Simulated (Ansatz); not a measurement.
**F: energies, forces and stress near the listed structure**

Aim: see how energy, forces, stress and gap of F answer to random distortions, swapped elements. Nothing is relaxed unless a step says so.

Program: Ansatz 0.2.0. Level of theory: DFT PBE, scalar-relativistic, plane waves, PAW. These are calculated values, not measurements.

1 further run of the same task is left out (set aside as unsound or not needed).

### Step 1. The system as given

Symmetry: C2/c, No. 15, monoclinic system. The conventional cell has a = 5.500 Å, b = 3.280 Å, c = 7.280 Å, α = 90.00°, β = 102.17°, γ = 90.00°. F (site symmetry 1) has 1 F at 1.49 Å as nearest neighbours.

Coordinates:

```cif
data_structure
_symmetry_space_group_name_H-M 'P 1'
_symmetry_Int_Tables_number 1
_cell_length_a 3.2019
_cell_length_b 3.2019
_cell_length_c 7.2800
_cell_angle_alpha 100.432
_cell_angle_beta 100.432
_cell_angle_gamma 61.621
_cell_volume 64.19
loop_
_atom_site_label
_atom_site_type_symbol
_atom_site_fract_x
_atom_site_fract_y
_atom_site_fract_z
_atom_site_occupancy
F1 F 0.96800 0.60200 0.09970 1
F2 F 0.39800 0.03200 0.40030 1
F3 F 0.03200 0.39800 0.90030 1
F4 F 0.60200 0.96800 0.59970 1
```

The structure comes from the Crystallography Open Database.

### Step 2. A random distortion, cell strained

The change: strain xx, yy, zz, yz, xz, xy = -4.1, -4.5, -2.3, +3.0, -0.1, +0.1 %; atoms moved by 0.03 Å root mean square, at most 0.03 Å.

The input, input.yaml:

```yaml
crystal:
  lattice:
    - [2.6357573, -1.5623495, -0.0518675]
    - [2.6404477, 1.5702145, 0.0465325]
    - [-1.4791751415, 0.2112970504, 6.9563366254]
  atoms:
    - { symbol: F, position: [0.9671580618, 0.6094629398, 0.0980826069] }
    - { symbol: F, position: [0.408767126, 0.0311878577, 0.4027605172] }
    - { symbol: F, position: [0.0249914435, 0.3941621752, 0.9018654004] }
    - { symbol: F, position: [0.5990833688, 0.9651870273, 0.5972914755] }
basis:
  ecutwfc: 420
kpoints:
  mp_grid: { grid: [10, 10, 4] }
hamiltonian:
  xc: pbe
scf:
  occupations: { method: gaussian, width: 0.02 }
output:
  forces: true
  stress: true
  eigenvalues: true
```

Launch:

```
> ansatz run input.yaml --threads 1 --pin off --max-ram 1331MiB --backend cpu --events-out ev --progress --plain --runs-dir out
```

### Step 3. One element swapped, cell strained: F → Br, first probe

The input, input.yaml:

```yaml
crystal:
  lattice:
    - [4.5718547368, -2.6191304084, 0.0120745263]
    - [4.5718547368, 2.6191304084, 0.0120745263]
    - [-2.5202144958, 0.0, 11.6027618101]
  atoms:
    - { symbol: Br, position: [0.9627644977, 0.6207271544, 0.1045116292] }
    - { symbol: Br, position: [0.3792728456, 0.0372355023, 0.3954883708] }
    - { symbol: Br, position: [0.0372355023, 0.3792728456, 0.8954883708] }
    - { symbol: Br, position: [0.6207271544, 0.9627644977, 0.6045116292] }
basis:
  ecutwfc: 420
kpoints:
  mp_grid: { grid: [4, 4, 2] }
hamiltonian:
  xc: pbe
scf:
  occupations: { method: gaussian, width: 0.1 }
output:
  forces: true
  stress: true
  eigenvalues: true
```

### Step 4. One element swapped, cell strained: F → Br

Edit input.yaml of step 3 so:

```diff
@@ -13,3 +13,3 @@
 kpoints:
-  mp_grid: { grid: [4, 4, 2] }
+  mp_grid: { grid: [6, 6, 4] }
 hamiltonian:
@@ -17,3 +17,3 @@
 scf:
-  occupations: { method: gaussian, width: 0.1 }
+  occupations: { method: gaussian, width: 0.02 }
 output:
@@ -22 +22,2 @@
   eigenvalues: true
+  populations: true
```

What does the calculation give? Wanted: for each run, case; energy; pressure; largest force.

**Answer**, as computed:

```
step                                        case  energy (meV/atom)  pressure (GPa)  largest force (eV/Å)  gap on the mesh (eV)
   2          a random distortion, cell strained               +0.0             1.2                  1.33                  2.27
   4  one element swapped, cell strained: F → Br                n/a            -2.3                  2.06                  0.87
```

Energies are counted from step 2, with the smearing taken to zero. Other atoms or functionals have another zero of energy (n/a). 

**Reading.** 

The gaps are Kohn-Sham values of a semilocal functional, not quasiparticle or optical gaps. Such gaps usually fall short of the measured ones.
